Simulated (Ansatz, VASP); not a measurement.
## Two plane-wave programs on KF (Carobbiite)

```
K F
1.0
     0.00000    2.65879    2.65879
     2.65879    0.00000    2.65879
     2.65879    2.65879    0.00000
K F
1 1
Direct
  0.00000 0.00000 0.00000
  0.50000 0.50000 0.50000
```

Alike in both runs: task single point; functional r2SCAN; k mesh 8 × 8 × 8; occupations gaussian, width 0.02 eV; no spin polarisation.

```csv
,VASP,Ansatz
version,VASP 6.6.1,Ansatz 0.2.0
potentials or method,"VASP PAW PBE potentials, release 64 (K_sv, F)","scalar-relativistic, plane waves, PAW"
plane-wave cutoff (eV),520,500
valence electrons in the cell,16,16
```

```tsv
	VASP	Ansatz	Ansatz less VASP
gap on the k mesh at the Fermi level (eV)	6.91	6.91	+0.001
least direct gap on the mesh (eV)	6.91	6.91	+0.001
```

 A k mesh can miss the band edges. r2SCAN opens gaps a little over a GGA but as a rule still falls short of measured ones.
